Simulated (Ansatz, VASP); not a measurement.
CdSe in VASP and in Ansatz

```xyz
2
Lattice="0.0000 3.0413 3.0413 3.0413 0.0000 3.0413 3.0413 3.0413 0.0000" Properties=species:S:1:pos:R:3 pbc="T T T"
Cd    0.0000    0.0000    0.0000
Se    1.5207    1.5207    1.5207
```

Alike in both runs: task single point; functional PBEsol; k mesh 10 × 10 × 10; occupations gaussian, width 0.02 eV; no spin polarisation.

|  | VASP | Ansatz |
| --- | --- | --- |
| version | VASP 6.6.1 | Ansatz 0.2.0 |
| potentials or method | VASP PAW PBE potentials, release 64 (Cd, Se) | scalar-relativistic, plane waves, PAW |
| plane-wave cutoff (eV) | 520 | 420 |
| valence electrons in the cell | 18 | 36 |

Ansatz gave:

```
gap on the k mesh at the Fermi level (eV) : 0.48
least direct gap on the mesh (eV)         : 0.48
pressure (GPa)                            : 0.0
```

Question: Which values does VASP return?

Answer: gap on the k mesh at the Fermi level (eV): 0.48; least direct gap on the mesh (eV): 0.48; pressure (GPa): 0.3.

The two sets of potentials don't hold the same shells in valence.

Caveats: the PAW data sets were made with another functional, which shifts forces and pressure a little (VASP).
